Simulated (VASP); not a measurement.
A run of VASP 6.6.1:

Contents of INCAR:

```
SYSTEM = SnS2
PREC = Accurate
ENCUT = 600
EDIFF = 1E-7
ISMEAR = 0
SIGMA = 0.03
LREAL = .False.
LASPH = .True.
NELM = 80
ALGO = Normal
ISIF = 3
LWAVE = .False.
LCHARG = .False.
GGA = PE
IVDW = 12
IBRION = 2
NSW = 90
EDIFFG = -0.005
PSTRESS = 97.8
```

File KPOINTS:

```
regular mesh
0
Gamma
  9 9 5
  0 0 0
```

The input POSCAR:

```
SnS2                                    
1.0
    3.5698158082     -0.0000000000      0.0000000000
   -1.7849079041      3.0915511768      0.0000000000
   -0.0000000000      0.0000000000      5.1672015808
  Sn              S             
     1     2
Direct
     0.0000000000000000    0.0000000000000000    0.0000000000000000
     0.3333333332999970    0.6666666667000030    0.2841320349033035
     0.6666666667000030    0.3333333332999970    0.7158679650966967
```

Potentials or basis: VASP PAW PBE potentials, release 64 (Sn_d, S).

Launch:

```sh
$ cat potpaw_PBE.64/Sn_d/POTCAR potpaw_PBE.64/S/POTCAR > POTCAR
$ mpirun -np 1 vasp_std > vasp.out
```

Hardware: 1 thread of Intel(R) Xeon(R) 6975P-C (Granite Rapids), on a shared host.

Q: How long does it take, and how much memory?

A: Wall time 34 s on 1 thread of Intel(R) Xeon(R) 6975P-C (Granite Rapids), on a shared host, peak memory 0.23 GiB. Counts: scf iterations 21, k points 50, ion steps 2.
